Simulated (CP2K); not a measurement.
# PbS (Galena): equation of state with PBEsol

PbS (Galena):

```xyz
2
Lattice="4.1942 0.0000 0.0000 2.0971 3.6323 0.0000 2.0971 1.2108 3.4246" Properties=species:S:1:pos:R:3 pbc="T T T"
Pb    0.0000    0.0000    0.0000
S     4.1942    2.4215    1.7123
```

* Program: CP2K 2026.2
* Task: equation of state
* Functional: PBEsol
* Potentials or basis: POTENTIAL_UZH Pb GTH-PBE-q4, S GTH-PBE-q6; TZVP-MOLOPT-PBE-GTH basis
* Density cutoff: 6123 eV
* k mesh: 8 × 8 × 8
* Occupations: fermi-dirac, width 0.05 eV
* Spin: no spin polarisation

```json
{
  "Equilibrium volume": "26.73 Å³/atom",
  "Bulk modulus": "57 GPa",
  "Pressure derivative of the bulk modulus": "4.0"
}
```

Energy against volume, from the lowest point:
| volume (Å³/atom) | energy (meV/atom) |
| --- | --- |
| 24.521 | 37.18 |
| 25.042 | 20.90 |
| 25.564 | 9.59 |
| 26.086 | 2.76 |
| 26.607 | 0.00 |
| 27.129 | 0.93 |
| 27.651 | 5.22 |

All runs of the series together: 57 s on 2 threads of Arm Neoverse V2 (shared host).

Caveat: the potentials were made for another functional, which shifts forces and pressure; the basis of atomic orbitals isn't converged, which shifts pressures, moduli and gaps. The run has no spin-orbit coupling, so splittings on Pb are missing.
